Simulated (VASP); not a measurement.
**AgBr: single point with HSE06**

AgBr:

```
CELL_PARAMETERS angstrom
0.00000 2.87015 2.87015
2.87015 0.00000 2.87015
2.87015 2.87015 0.00000
ATOMIC_POSITIONS crystal
Ag 0.00000 0.00000 0.00000
Br 0.50000 0.50000 0.50000
```

```yaml
Program: VASP 6.6.1
Task: single point
Functional: HSE06
Potentials_or_basis: VASP PAW PBE potentials, release 64 (Ag, Br)
Cutoff: 520 eV
k_mesh: 6 × 6 × 6
Occupations: gaussian, width 0.02 eV
Spin: spin-orbit coupling, no magnetisation
Ladder: free
Grid_for_exact_exchange_PRECFOCK: Fast
Screening_parameter: 0.2 1/A
Further_INCAR_settings: ALGO = Normal; EDIFF = 1e-06
```

```
Pressure                                              : 1.9 GPa
Valence electrons inside the program's atomic spheres : Ag 9.77; Br 4.89
```

Run time: 16 min on 4 MPI ranks on Intel(R) Xeon(R) Platinum 8559C (Emerald Rapids), on a shared host, peak memory 0.39 GiB a rank.

Caveat: the PAW data sets were made with another functional, which shifts forces and pressure a little.
